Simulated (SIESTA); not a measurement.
Crystal: Nb.

```xyz
1
Lattice="-1.6640 1.6640 1.6640 1.6640 -1.6640 1.6640 1.6640 1.6640 -1.6640" Properties=species:S:1:pos:R:3 pbc="T T T"
Nb    0.0000    0.0000    0.0000
```

Program: SIESTA 5.4.2. Alike in all runs: task band structure; no spin polarisation; cell as given; k mesh 11 × 11 × 11; smearing fermi-dirac 0.05 eV; grid cutoff 800 Ry; energy shift 0.003 Ry.

Question: Order these runs on this cell by their pressure, lowest first.
A. level PBE; potentials or basis PseudoDojo 0.4 standard (PBE files), DZP (energy shift 0.003 Ry; two zetas on semicore shells)
B. level LDA; potentials or basis PseudoDojo 0.4 standard (LDA files), DZP (energy shift 0.003 Ry; two zetas on semicore shells)
C. level PBEsol; potentials or basis PseudoDojo 0.4 standard (PBEsol files), DZP (energy shift 0.003 Ry; two zetas on semicore shells)

Answer: B (-10.2 GPa), C (-6.4 GPa), A (-0.7 GPa).

Caveats: the basis of atomic orbitals isn't converged, which shifts pressures, moduli and gaps.
